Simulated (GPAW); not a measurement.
A run of GPAW 26.7.0:

The input run.py:

```python
from ase import Atoms
from ase.dft.bandgap import bandgap
from ase.io import write
from gpaw import GPAW, PW, setup_paths
from gpaw.response.df import DielectricFunction

setup_paths.insert(0, '.')

atoms = Atoms(['Ta'],
              cell=[[-1.65128, 1.65128, 1.65128],
                    [1.65128, -1.65128, 1.65128],
                    [1.65128, 1.65128, -1.65128]],
              scaled_positions=[[0.0, 0.0, 0.0]],
              pbc=True)

calc = GPAW(mode=PW(400),
            xc='PBEsol',
            kpts={'size': (9, 9, 9), 'gamma': True},
            occupations={'name': 'fermi-dirac', 'width': 0.05},
            nbands=15,
            convergence={'density': 1e-06},
            maxiter=150,
            txt='gpaw.txt')
atoms.calc = calc
energy = atoms.get_potential_energy()
calc.write('gs.gpw')
write('result.traj', atoms)
print(f'Energy: {energy:.6f} eV')
print('Fermi level:', round(calc.get_fermi_level(), 4), 'eV')
print(f'Gap: {bandgap(calc)[0]:.4f} eV, direct: {bandgap(calc, direct=True)[0]:.4f} eV')

dense = calc.fixed_density(kpts={'size': (28, 28, 28), 'gamma': True},
                           nbands=23, convergence={'bands': 17, 'eigenstates': 1e-7},
                           update_fermi_level=True, txt='dense.txt')
dense.write('dense.gpw', mode='all')

df = DielectricFunction('dense.gpw', frequencies={'type': 'nonlinear', 'domega0': 0.05, 'omega2': 10},
                        eta=0.1, ecut=50, nbands=17, rate='eta', txt='df.txt')
for direction in ['x']:
    df.get_dielectric_function(xc='RPA', direction=direction, filename=f'df_{direction}.csv')
```

Potentials or basis: PAW data sets generated in the run's folder for this functional, pw.

Run with:

```console
$ gpaw-setup -f PBEsol Ta
$ OMP_NUM_THREADS=1 python run.py
```

Hardware: 1 thread of Arm Neoverse V1, on a shared host.

**Question.** How long does it take, and how much memory?

**Answer.** Wall time 90 s on 1 thread of Arm Neoverse V1, on a shared host, peak memory 0.36 GiB. Counts: scf iterations 16, plane waves 339, bands 15, k points 35.
